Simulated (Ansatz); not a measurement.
# VH2 (Fm-3m) in Ansatz: convergence with scf convergence dr2 threshold

Aim: find how far scf convergence dr2 threshold must go before the results for VH2 settle, at PBEsol. This setting moves, with any that are tied to it; all else stays.

Program: Ansatz 0.2.0. These are calculated values, not measurements. Logs are shortened: lines on timing, memory, paths and dates and some standing lists are left out, and cuts for length are marked.

**1. The crystal as given**

It takes space group Fm-3m (No. 225, cubic). The conventional cell has a = 4.271 Å, b = 4.271 Å, c = 4.271 Å, α = 90.00°, β = 90.00°, γ = 90.00°. Around V (site symmetry m-3m) lie 8 H at 1.85 Å. H (site symmetry -43m) has 4 V at 1.85 Å as nearest neighbours.

**2. With scf convergence dr2 threshold 0.01**

input.yaml reads:

```yaml
crystal:
  lattice:
    - [0.0, 2.1355, 2.1355]
    - [2.1355, 0.0, 2.1355]
    - [2.1355, 2.1355, 0.0]
  atoms:
    - { symbol: V, position: [0.0, 0.0, 0.0], spin: 2.0 }
    - { symbol: H, position: [0.75, 0.75, 0.75] }
    - { symbol: H, position: [0.25, 0.25, 0.25] }
hamiltonian:
  xc: pbesol
  pseudopotentials: { kind: paw, level: accurate }
magnetization:
  spin_polarized: true
kpoints:
  mp_grid: { grid: [9, 9, 9] }
scf:
  occupations: { method: fermi_dirac, width: 0.05 }
  convergence: { dr2_threshold: 0.01 }
output:
  forces: true
  stress: true
  eigenvalues: true
```

Potentials or basis: Ansatz PAW earlier set.

Run with:

```console
$ ansatz run input.yaml --threads 2 --pin off --max-ram 5632MiB --backend cpu --events-out ev --progress --plain --runs-dir out
```

Run time: 3.1 s. Hardware: 2 threads of Arm Neoverse V1, shared host; peak memory 0.34 GiB.

What came out:

| Property | Result |
| --- | --- |
| Free energy | -2917.4159 eV |
| Pressure | -12.3 GPa |
| Band gap on the k mesh | none (metal or under the smearing width) |
| Net moment | 0.00 μB per cell |
| Absolute moment | 0.00 μB per cell |

**3. With scf convergence dr2 threshold 0.001**

Edit input.yaml of step 2 so:

```diff
@@ -18,3 +18,3 @@
   occupations: { method: fermi_dirac, width: 0.05 }
-  convergence: { dr2_threshold: 0.01 }
+  convergence: { dr2_threshold: 0.001 }
 output:
```

Potentials or basis: Ansatz PAW earlier set.

Run with:

```console
$ ansatz run input.yaml --threads 2 --pin off --max-ram 5632MiB --backend cpu --events-out ev --progress --plain --runs-dir out
```

It took 3 s on 2 threads of Arm Neoverse V1, shared host; peak memory 0.34 GiB.

Results:

```
Free energy            : -2917.4159 eV
Pressure               : -12.3 GPa
Band gap on the k mesh : none (metal or under the smearing width)
Net moment             : 0.00 μB per cell
Absolute moment        : 0.00 μB per cell
```

**4. With scf convergence dr2 threshold 0.0001**

Edit input.yaml of step 3 so:

```diff
@@ -18,3 +18,3 @@
   occupations: { method: fermi_dirac, width: 0.05 }
-  convergence: { dr2_threshold: 0.001 }
+  convergence: { dr2_threshold: 0.0001 }
 output:
```

Run with:

```console
$ ansatz run input.yaml --threads 2 --pin off --max-ram 5632MiB --backend cpu --events-out ev --progress --plain --runs-dir out
```

It took 3 s on 2 threads of Arm Neoverse V1, shared host; peak memory 0.34 GiB.

What came out:

- Free energy: -2917.4159 eV
- Pressure: -12.3 GPa
- Band gap on the k mesh: none (metal or under the smearing width)
- Net moment: 0.00 μB per cell
- Absolute moment: 0.00 μB per cell

**5. With scf convergence dr2 threshold 1e-05**

Edit input.yaml of step 4 so:

```diff
@@ -18,3 +18,3 @@
   occupations: { method: fermi_dirac, width: 0.05 }
-  convergence: { dr2_threshold: 0.0001 }
+  convergence: { dr2_threshold: 1.0e-05 }
 output:
```

Run with:

```console
$ ansatz run input.yaml --threads 2 --pin off --max-ram 5632MiB --backend cpu --events-out ev --progress --plain --runs-dir out
```

Run time: 3 s. Hardware: 2 threads of Arm Neoverse V1, shared host; peak memory 0.34 GiB.

Results:

```yaml
Free_energy: -2917.4159 eV
Pressure: -12.3 GPa
Band_gap_on_the_k_mesh: none (metal or under the smearing width)
Net_moment: 0.00 μB per cell
Absolute_moment: 0.00 μB per cell
```

**6. With scf convergence dr2 threshold 1e-06**

Edit input.yaml of step 5 so:

```diff
@@ -18,3 +18,3 @@
   occupations: { method: fermi_dirac, width: 0.05 }
-  convergence: { dr2_threshold: 1.0e-05 }
+  convergence: { dr2_threshold: 1.0e-06 }
 output:
```

Potentials or basis: Ansatz PAW earlier set.

Run with:

```console
$ ansatz run input.yaml --threads 2 --pin off --max-ram 5632MiB --backend cpu --events-out ev --progress --plain --runs-dir out
```

It took 3 s on 2 threads of Arm Neoverse V1, shared host; peak memory 0.34 GiB.

It converged, with:

| Quantity | Value |
| --- | --- |
| Free energy | -2917.4159 eV |
| Pressure | -12.3 GPa |
| Band gap on the k mesh | none (metal or under the smearing width) |
| Net moment | 0.00 μB per cell |
| Absolute moment | 0.00 μB per cell |

**7. With scf convergence dr2 threshold 1e-07**

Edit input.yaml of step 6 so:

```diff
@@ -18,3 +18,3 @@
   occupations: { method: fermi_dirac, width: 0.05 }
-  convergence: { dr2_threshold: 1.0e-06 }
+  convergence: { dr2_threshold: 1.0e-07 }
 output:
```

Run with:

```console
$ ansatz run input.yaml --threads 2 --pin off --max-ram 5632MiB --backend cpu --events-out ev --progress --plain --runs-dir out
```

Run time: 2.9 s. Hardware: 2 threads of Arm Neoverse V1, shared host; peak memory 0.34 GiB.

Results (log left out):

```yaml
Free_energy: -2917.4159 eV
Pressure: -12.3 GPa
Band_gap_on_the_k_mesh: none (metal or under the smearing width)
Net_moment: 0.00 μB per cell
Absolute_moment: 0.00 μB per cell
```

**8. With scf convergence dr2 threshold 1e-09**

Edit input.yaml of step 7 so:

```diff
@@ -18,3 +18,3 @@
   occupations: { method: fermi_dirac, width: 0.05 }
-  convergence: { dr2_threshold: 1.0e-07 }
+  convergence: { dr2_threshold: 1.0e-09 }
 output:
```

Run with:

```console
$ ansatz run input.yaml --threads 2 --pin off --max-ram 5632MiB --backend cpu --events-out ev --progress --plain --runs-dir out
```

Wall time 2.9 s (2 threads of Arm Neoverse V1, shared host); peak memory 0.34 GiB.

The run converged. Its results:

```yaml
Free_energy: -2917.4159 eV
Pressure: -12.3 GPa
Band_gap_on_the_k_mesh: none (metal or under the smearing width)
Net_moment: 0.00 μB per cell
Absolute_moment: 0.00 μB per cell
```

**9. With scf convergence dr2 threshold 1e-11**

Edit input.yaml of step 8 so:

```diff
@@ -18,3 +18,3 @@
   occupations: { method: fermi_dirac, width: 0.05 }
-  convergence: { dr2_threshold: 1.0e-09 }
+  convergence: { dr2_threshold: 1.0e-11 }
 output:
```

Potentials or basis: Ansatz PAW earlier set.

Run with:

```console
$ ansatz run input.yaml --threads 2 --pin off --max-ram 5632MiB --backend cpu --events-out ev --progress --plain --runs-dir out
```

Standard output:

```text
Warning: RAYON_NUM_THREADS=2 ignored (pool sized by the plan → 2); use --threads N
Engine: ansatz 0.2.0, aarch64-unknown-linux-gnu
Pseudopotentials: kind: paw, level: accurate
Pseudopotential: V, paw, valence charge 13, recommended cutoff 930 eV (high), V.paw.azcp
Pseudopotential: H, paw, valence charge 1, recommended cutoff 1000 eV (high), H.paw.azcp
Functional definition: PBEsol
  exchange = pbesol_x
  correlation = pbesol_c
Crystal: 3 atoms, lattice volume = 19.477 Å³
Basis set: ecut = 1000 eV, 1411 PW (Γ), exchange–correlation on 64×64×64 points (8 copies of the dense FFT grid, shifted against one another)
Bands: 13, of which v1, the nominal top of the filled ones, is band 8 counted from 1 (7 counted from 0)
Symmetry: 48 space group operations
Space group: Fm-3m (ITA 225), of the structure as read, at distance tolerance 2.7e-5 Å
Magnetic group: BNS 225.116 (UNI 1618), of the structure as read, at distance tolerance 2.7e-5 Å
k-points: 35 of 729
Non-local potential: V, projectors of the file, l = 0: 2, l = 1: 2, l = 2: 2, l = 3: 1
Non-local potential: H, projectors of the file, l = 0: 2, l = 1: 1, l = 2: 1
PAW form: soft (Blöchl's): semilocal exchange-correlation on the pseudo side does not see the compensation charge
PAW frozen core: V, regenerated for the run's functional, and the local potential with it (the file was generated under x = pbe(κ = 0.804, μ = 0.2195149727645171), c = pbe(β = 0.06672455060314922))
PAW one-centre angular grid: V, 590 points (default); XC on 64 Gauss nodes
PAW one-centre angular grid: H, 110 points (default); XC on 64 Gauss nodes
Initial density: superposition of atomic densities (chi_scale 0.1, normalization cell, long waves kept (reshape's long-wave potential 0.00 eV rms))
Starting moments: Σ|m| = 2 μB on 1 of 3 sites
Initial wavefunctions: pseudopotential atomic-orbital guess
Functional: x = pbesol(κ = 0.804, μ = 0.12345679012345678), c = pbesol(β = 0.046)
SCF iter   1: F=—  HF=-2918.186546 eV  |F-HF|=—  |Δ(HF+E_count)|=         —  Δρ=1.35e-1 (↑1.35e-1 ↓6.11e-2)  dr2=2.34e0  dr2_m=1.32e0  M=0.552 μB ∫|m|=0.586 μB  β_m=0.30  ethr=3.10e-3  ⟨swp⟩=4.8  Hψ=4261  notcnv=0
Mixer restart at iter 1: flushing history
preconditioner: auto → none  [metal: Δε(μ)=0.030 eV  Ē_g=9.524 eV  σ=0.050 eV  W_gap=0.15  n_scr=8 (ndim 8)  ℏωp=22.3 eV  f_vac=0.000  D(μ)=1.52/eV (n_scr^D=14)  sad-step TF]
SCF iter   2: F=—  HF=-2917.736587 eV  |F-HF|=—  |Δ(HF+E_count)|=   4.50e-1  Δρ=8.96e-2 (↑8.96e-2 ↓5.03e-2)  dr2=8.46e-1  dr2_m=7.26e-1  M=0.479 μB ∫|m|=0.511 μB  β_m=0.60  ethr=3.10e-3  ⟨swp⟩=2.5  Hψ=2045  notcnv=0  defer=22
SCF iter   3: F=—  HF=-2917.416364 eV  |F-HF|=—  |Δ(HF+E_count)|=   3.20e-1  Δρ=2.36e-2 (↑2.36e-2 ↓1.38e-2)  dr2=2.79e-2  dr2_m=6.05e-2  M=0.231 μB ∫|m|=0.251 μB  β_m=0.65  ethr=3.10e-3  ⟨swp⟩=2.1  Hψ=1497  notcnv=0  defer=23
SCF iter   4: F=—  HF=-2917.413878 eV  |F-HF|=—  |Δ(HF+E_count)|=   2.49e-3  Δρ=6.62e-3 (↑5.84e-3 ↓6.62e-3)  dr2=7.32e-4  dr2_m=6.54e-3  M=0.086 μB ∫|m|=0.097 μB  β_m=0.83  ethr=1.86e-4  ⟨swp⟩=2.4  Hψ=1890  notcnv=0  defer=16
SCF iter   5: F=—  HF=-2917.415237 eV  |F-HF|=—  |Δ(HF+E_count)|=   1.36e-3  Δρ=3.50e-3 (↑1.08e-3 ↓3.50e-3)  dr2=2.23e-3  dr2_m=5.81e-4  M=-0.019 μB ∫|m|=0.020 μB  β_m=0.72  ethr=4.88e-6  ⟨swp⟩=2.2  Hψ=1784  notcnv=0  defer=17
SCF iter   6: F=—  HF=-2917.415895 eV  |F-HF|=—  |Δ(HF+E_count)|=   6.58e-4  Δρ=5.09e-4 (↑3.44e-4 ↓5.09e-4)  dr2=6.05e-5  dr2_m=1.83e-5  M=0.000 μB ∫|m|=0.002 μB  β_m=0.86  ethr=4.88e-6  ⟨swp⟩=2.0  Hψ=1633  notcnv=0  defer=17
SCF iter   7: F=—  HF=-2917.415932 eV  |F-HF|=—  |Δ(HF+E_count)|=   3.65e-5  Δρ=6.26e-5 (↑4.92e-5 ↓6.26e-5)  dr2=5.41e-7  dr2_m=3.50e-7  M=0.000 μB ∫|m|=0.000 μB  β_m=0.93  ethr=4.03e-7  ⟨swp⟩=2.7  Hψ=1403  notcnv=0  defer=17
SCF iter   8: F=—  HF=-2917.415932 eV  |F-HF|=—  |Δ(HF+E_count)|=   2.15e-7  Δρ=1.46e-5 (↑1.03e-5 ↓1.46e-5)  dr2=2.78e-8  dr2_m=2.13e-8  M=0.000 μB ∫|m|=0.000 μB  β_m=0.97  ethr=3.61e-9  ⟨swp⟩=2.0  Hψ=1454  notcnv=0  defer=17
SCF iter   9: F=—  HF=-2917.415932 eV  |F-HF|=—  |Δ(HF+E_count)|=   9.67e-9  Δρ=1.89e-6 (↑8.30e-7 ↓1.89e-6)  dr2=2.97e-10  dr2_m=2.97e-10  M=-0.000 μB ∫|m|=0.000 μB  β_m=0.98  ethr=1.85e-10  ⟨swp⟩=2.0  Hψ=1380  notcnv=0  defer=17
SCF iter  10: F=—  HF=-2917.415932 eV  |F-HF|=—  |Δ(HF+E_count)|=  1.06e-10  Δρ=4.31e-7 (↑4.31e-7 ↓3.85e-7)  dr2=6.02e-13  dr2_m=2.96e-11  M=-0.000 μB ∫|m|=0.000 μB  β_m=0.99  ethr=1.98e-12  ⟨swp⟩=2.0  Hψ=1454  notcnv=0  defer=17
SCF iter  11: F=-2917.415932 eV  HF=-2917.415932 eV  |F-HF|=1.82e-12  |Δ(HF+E_count)|=  5.00e-12  Δρ=2.51e-8 (↑2.51e-8 ↓1.03e-8)  dr2=1.03e-13  dr2_m=4.27e-14  M=-0.000 μB ∫|m|=0.000 μB  ethr=1.00e-12  ⟨swp⟩=5.2  Hψ=3662  notcnv=0
SCF 1 converged in 11 iterations: F = -2917.415932 eV  dr2 = 1.03e-13
WARN: the starting moments were not kept: the SCF closed with an absolute magnetisation of 5.2e-7 μB, where they sum to 2 μB in size (1 site). That is at most 0.1 of that sum. Measured as dr2_m measures the in/out step, that magnetisation stands 1.7e-13 eV from none, at or under the dr2_threshold of 1.0e-11 eV: it is no larger than a step whose dr2_m would equal this threshold. The system may hold no moment; this SCF shows only that its start led to no more than that. To try another start: raise the starting moments (crystal.atoms[].spin, magnetization.per_species, magnetization.initial_magnetization, or on a non-collinear deck that types none of these the spinor_matrix: blocks that start its atoms; where the total moment is fixed, keep their sum and leave initial_magnetization as it is; typed ones take the place of any that the run laid by itself, positive ones on a crystal's lanthanoids without a Hubbard term where scf.initial_density.shell_occupations: [] is typed) or, if the notice of its spin-set hold's release reads "site moments contracting" or "site moments show no strong build", lengthen the hold (scf.mixing.spin_hold: { on: { confirm: 4 } }; for m-r²SCAN on two components see the key's manual first). Each may lead to a state that holds a moment. A second SCF, from the converged charge density, with the starting moments and any scf.initial_density.shell_occupations laid on it anew, would have followed, and was not run: the deck does not ask for one (magnetization.retry_lost_moments is false, the default). To let it run, set magnetization.retry_lost_moments: true and run the deck again, where that key's refused combinations let it; where memory then withholds it, that run's warning says so.
SCF converged after 11 iterations
Magnetization: -0.0000 μB (7.5000 up, 7.5000 down)
Absolute magnetization: 0.0000 μB (∫|ρ↑−ρ↓|, with the PAW one-centre terms)
Spin contamination: 0.0000 ħ² per cell (⟨S²⟩ above its minimum at these occupations)
Per-site moments (μB) at R_I (Å): [(-3.466387195984253e-7, 0.7628763655349383), (1.032811393508456e-8, 0.7628763655349383), (1.032811392238168e-8, 0.7628763655349383)]
Free energy (F): -2917.415932 eV
Harris-Foulkes:  -2917.415932 eV  (|F-HF|=1.82e-12)
Internal energy: -2917.402246 eV  (E = F + TS)
E sigma→0 (E₀):  -2917.409089 eV
Entropy (-TS):   -0.013686 eV (-4.562 meV/atom)
Fermi energy:    12.890283 eV
--- Per-component energies (eV) ---
  E_band       = -193.839703
  E_kinetic    = 647.917240
  E_local      = -1728.466123  (includes V_loc(G=0)·N_el)
  E_nonlocal   = 313.647667
  E_hartree    = 474.891428
  E_xc         = -218.797331
  E_vxc        = -276.781537  (∫ρ·V_xc dr)
  E_paw        = -1011.129524  (= ΣΔE_a)
  E_vpaw       = -99.939717  (= ΣTr[D̂ρ^β])
  E_aug_tail   = -0.000077  (compensation charges beyond the density's cutoff)
  E_ewald      = -1395.615175
  E_core_change = 0.149649  (= ΣΔE_core)
  E_smearing   = -0.013686  (= −TS)
  E_closure    = -0.000000  (closes the sum)
  Σ components = -2917.415932   (vs F -2917.415932, Δ=0.00e0)
--- Forces (eV/Å), atoms counted from 1 ---
  atom   1  V     -0.00000000     0.00000000    -0.00000000
  atom   2  H     -0.00000000     0.00000000     0.00000000
  atom   3  H     -0.00000000    -0.00000000    -0.00000000
  max |Σ_I F_I| component: 3.18e-18 eV/Å
--- Stress (GPa, compression-positive) ---
      -12.335976       0.000000      -0.000000
        0.000000     -12.335976       0.000000
       -0.000000       0.000000     -12.335976
  P = ⅓ Tr σ = -12.3360 GPa (-123.360 kbar)
--- Band table (eV; the first three rows and the last of 70) ---
  k-point 0 ↑: bands = ["-51.3837", "-25.1892", "-25.1892", "-25.1892", "1.6238", "11.9741", "11.9741", "11.9741", "13.6611", "13.6611", "14.1660", "28.6620", "29.9627"]
  k-point 1 ↑: bands = ["-51.3782", "-25.2290", "-25.1943", "-25.1943", "1.9429", "10.7812", "12.0889", "12.0889", "13.6015", "13.6015", "15.5206", "26.2201", "29.3331"]
  k-point 2 ↑: bands = ["-51.3640", "-25.3287", "-25.2071", "-25.2071", "2.8275", "9.2572", "12.2722", "12.2722", "13.6059", "13.6059", "17.2505", "23.4486", "27.4077"]
  k-point 34 ↓: bands = ["-51.3212", "-25.4296", "-25.3852", "-25.2969", "6.8468", "6.9501", "10.3918", "13.2948", "14.3542", "15.7672", "16.8137", "19.3009", "20.3690"]
```

It took 3 s on 2 threads of Arm Neoverse V1, shared host; peak memory 0.34 GiB.

Results:

- Free energy: -2917.4159 eV
- Pressure: -12.3 GPa
- Band gap on the k mesh: none (metal or under the smearing width)
- Net moment: 0.00 μB per cell
- Absolute moment: 0.00 μB per cell

**10. Result**

```
scf convergence dr2 threshold  energy less the tightest run, at zero smearing (meV/atom)  SCF cycles  CPU time (s)  peak memory (GiB)
                         0.01                                                       0.00          12           5.8               0.34
                        0.001                                                       0.00          11           5.8               0.34
                       0.0001                                                       0.00          11           5.7               0.34
                        1e-05                                                       0.00          11           5.6               0.34
                        1e-06                                                       0.00          11           5.6               0.34
                        1e-07                                                       0.00          11           5.4               0.34
                        1e-09                                                       0.00          11           5.5               0.34
                        1e-11                                                       0.00          11           5.7               0.34
```

Against the tightest run, the energy stays within 1 meV/atom from 0.01 on. The tightest run that finished is the yardstick and may itself not be fully converged.

Caveats: the PAW data sets come from PBE, with cores solved anew for the run's functional, which leaves a small shift of forces and pressure; the starting moments weren't kept.
